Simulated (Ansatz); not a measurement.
Free-standing chains of the atoms of CdTe, named by their start (strip: triangular double chain, ladder: square double chain); atoms and period are relaxed, and energies count from relaxed bulk CdTe (F-43m, 34.16 Å³/atom, gap on the mesh 0.65 eV).

Computed with DFT PBEsol, scalar-relativistic, plane waves, PAW in Ansatz.

Cutoff 420 eV; k points 1×1×24 on the computed 2-atom cell (Γ-centred); Gaussian smearing, width 0.05 eV; collinear spin from starting moments 0.5 0.5 μB.

Start (strip chain):

```yaml
crystal:
  lattice:
    - [11.30000, 0.00000, 0.00000]
    - [0.00000, 9.30000, 0.00000]
    - [0.00000, 0.00000, 2.68071]
  atoms:
    - { symbol: Cd, position: [0.39929, 0.50000, 0.00000] }
    - { symbol: Te, position: [0.60071, 0.50000, 0.50000] }
```

Question: Relax it.

Answer: The free energy falls by 371 meV/atom.

* excess energy (eV per host atom): 0.907
* period (Å): 2.833
* gap on the mesh (eV): 0
* size of the moment (μB per cell): 0.07

Relaxed structure:
```xyz
2
Lattice="11.3000 0.0000 0.0000 0.0000 9.3000 0.0000 0.0000 0.0000 2.8330" Properties=species:S:1:pos:R:3 pbc="T T T"
Cd    4.2641    4.6500    0.0000
Te    7.0359    4.6500    1.4165
```

Spin-orbit coupling is left out, which matters for the bands of heavy elements.

Each run keeps its start's symmetry and one magnetic start, so lower states can exist.

It took 88 s on 2 threads of Arm Neoverse V2 (shared host), peak memory 0.58 GiB.